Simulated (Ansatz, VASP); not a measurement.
**One calculation of Mn, two programs**

```
Mn
1.0
     2.48126    0.00000    0.00000
    -1.24063    2.14883    0.00000
     0.00000    0.00000    4.01614
Mn
2
Direct
  0.33333 0.66667 0.25000
  0.66667 0.33333 0.75000
```

Alike in both runs: functional PBE; k mesh 18 × 18 × 10; occupations gaussian, width 0.1 eV; no spin polarisation.

Ansatz relaxed the structure, and its values are those at the end. VASP's run is a single point on that final structure, the one shown.

|  | VASP | Ansatz |
| --- | --- | --- |
| version | VASP 6.6.1 | Ansatz 0.2.0 |
| potentials or method | VASP PAW PBE potentials, release 64 (Mn_pv) | scalar-relativistic, plane waves, PAW |
| plane-wave cutoff (eV) | 520 | 420 |
| valence electrons in the cell | 26 | 30 |

VASP gave:

| Property | Result |
| --- | --- |
| gap on the k mesh at the Fermi level (eV) | none |
| pressure (GPa) | -0.1 |

Problem. Which values does Ansatz return?

Solution. gap on the k mesh at the Fermi level (eV): none; pressure (GPa): 0.0.

A gap of «none» marks a metal or a gap that the smearing closes. With one functional, cell and mesh, what is left measures potentials, basis and numerics. The two sets of potentials don't hold the same shells in valence.

Caveats: the run has no spin polarisation, though such a crystal can be magnetic. Spin polarisation is off, so any magnetic state and its effect on volume and gap are missing.
